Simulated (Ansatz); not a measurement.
Ir: band structure with revPBE

Crystal: Ir.

```
Ir
1.0
     0.00000    1.91560    1.91560
     1.91560    0.00000    1.91560
     1.91560    1.91560    0.00000
Ir
1
Direct
  0.00000 0.00000 0.00000
```

```json
{
  "Program": "Ansatz 0.2.0",
  "Task": "band structure",
  "Functional": "revPBE",
  "Potentials or basis": "Ansatz PAW",
  "Cutoff": "420 eV (not typed: the program's choice for these potentials)",
  "k mesh": "12 × 12 × 12",
  "Occupations": "fermi-dirac, width 0.05 eV",
  "Spin": "no spin polarisation",
  "Path": "[[\"G\", \"X\", \"W\", \"K\", \"G\", \"L\", \"U\", \"W\", \"L\", \"K\"], [\"U\", \"X\"]]",
  "Points for each segment of the path": "14"
}
```

```yaml
Pressure: 14.2 GPa
Band_gap_on_the_k_mesh: none (metal or under the smearing width)
```

Levels at the corners of the path, in eV from the Fermi level:
```csv
point,band 4,band 5,band 6,band 7,band 8,band 9,band 10,band 11,band 12,band 13
Γ,-49.41,-11.21,-3.96,-3.96,-3.96,-1.25,-1.25,13.55,19.10,19.10
X,-49.71,-8.03,-7.45,0.85,1.47,1.47,1.65,10.61,11.49,11.49
W,-49.72,-6.37,-4.96,-4.96,-1.87,1.48,8.20,9.05,9.05,13.31
K,-49.65,-7.06,-6.08,-2.95,-0.94,0.59,6.28,7.73,11.52,15.36
Γ,-49.41,-11.21,-3.96,-3.96,-3.96,-1.25,-1.25,13.55,19.10,19.10
L,-49.53,-8.20,-4.07,-4.07,-0.82,0.88,0.88,7.33,13.21,19.14
U,-49.65,-7.06,-6.08,-2.95,-0.94,0.59,6.28,7.73,11.52,15.36
W,-49.72,-6.37,-4.96,-4.96,-1.87,1.48,8.20,9.05,9.05,13.31
L,-49.53,-8.20,-4.07,-4.07,-0.82,0.88,0.88,7.33,13.21,19.14
K,-49.65,-7.06,-6.08,-2.95,-0.94,0.59,6.28,7.73,11.52,15.36
U,-49.65,-7.06,-6.08,-2.95,-0.94,0.59,6.28,7.73,11.52,15.36
X,-49.71,-8.03,-7.45,0.85,1.47,1.47,1.65,10.61,11.49,11.49
```

It took 1.1 s on 2 threads of Arm Neoverse V1, with other jobs on the host, peak memory 0.26 GiB.

Caveat: spin-orbit coupling is left out, which moves the levels of the heavy elements; the PAW data sets come from PBE, with cores solved anew for the run's functional, which leaves a small shift of forces and pressure.
